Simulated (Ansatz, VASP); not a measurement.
## Zr in VASP and in Ansatz

```
Zr
1.0
     0.00000    3.19075    3.19075
     3.19075    0.00000    3.19075
     3.19075    3.19075    0.00000
Zr
2
Direct
  0.12500 0.12500 0.12500
  0.87500 0.87500 0.87500
```

Alike in both runs: task single point; functional PBEsol; k mesh 10 × 10 × 10; occupations fermi-dirac, width 0.1 eV; no spin polarisation.

```csv
,VASP,Ansatz
version,VASP 6.6.1,Ansatz 0.2.0
potentials or method,"VASP PAW PBE potentials, release 64 (Zr_sv)","plane waves (420 eV) with PAW, scalar-relativistic"
plane-wave cutoff (eV),520,420
valence electrons in the cell,24,24
```

```csv
,VASP,Ansatz,Ansatz less VASP
pressure (GPa),-3.5,-3.6,-0.07
```

The functional is the same, so the differences come from potentials, cutoffs and numerics. Ansatz warned: «pseudo_functional_mismatch».

Caveats: the PAW data sets were made with another functional, which shifts forces and pressure a little (VASP).
